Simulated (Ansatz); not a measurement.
Runs of Ansatz 0.2.0 on BAs. It takes space group F-43m (No. 216, cubic). The conventional cell has a = 4.777 Å, b = 4.777 Å, c = 4.777 Å, α = 90.00°, β = 90.00°, γ = 90.00°. As (site symmetry -43m) has 4 B at 2.07 Å as nearest neighbours. Around B (site symmetry -43m) lie 4 As at 2.07 Å. 

```csv
task,level,potentials or basis,spin,cell,k mesh,cutoff (eV),smearing,driver,temperature,points for each segment of the path,other keys,mesh quality,gap on the mesh (eV),pressure (GPa)
band structure,r2SCAN0,Ansatz PAW,off,as given,6 × 6 × 6,500,fermi-dirac 0.05 eV,-,-,4,-,not flagged,(c),-1.6
single point,r2SCAN0+D4,JTH PAW LDA,off,as given,6 × 6 × 6,1350,gaussian 0.02 eV,chain,-,-,scf.initial_density.chi_scale = 0.1; scf.n_extra_bands = 2,not flagged,2.69,-3.4
single point,r2SCAN0,Ansatz PAW,"SOC, no magnetisation",as given,5 × 5 × 5,500,fermi-dirac 0.05 eV,-,-,-,-,coarse,2.54,-1.5
electric field gradients,rPW86-PBE+d4,Ansatz PAW,"non-collinear, ferromagnetic start, SOC",as given,10 × 10 × 10,420,fixed,chain,-,-,hamiltonian.dispersion = d4,not flagged,1.28,(b)
single point,LC-wPBE,PseudoDojo stringent,off,as given,6 × 6 × 6,1415,cold 0.1 eV,chain,-,-,-,not flagged,6.36,(a)
```

**Question.** Estimate the missing entries.

**Answer.** (a) -5.7; (b) 1.9; (c) 2.70.

Caveats: some runs use coarse meshes; the thresholds are loose for stress; the PAW data sets come from PBE, with cores solved anew for the run's functional, which leaves a small shift of forces and pressure (some runs); the potentials were made for another functional, which shifts forces and pressure (some runs); the k mesh misses the band edges, so the gap on the mesh is wider than the one along the path (some runs); the PAW data sets were made with another functional, which shifts forces and pressure a little (some runs); odd divisions of the mesh miss points on the zone boundary, where band edges often lie, so the gap on the mesh can be too wide (some runs); the starting moments weren't kept (some runs).

A k mesh can miss the band edges, and rows without SOC leave out spin-orbit coupling on As.

The runs don't all hold the same shells in valence.
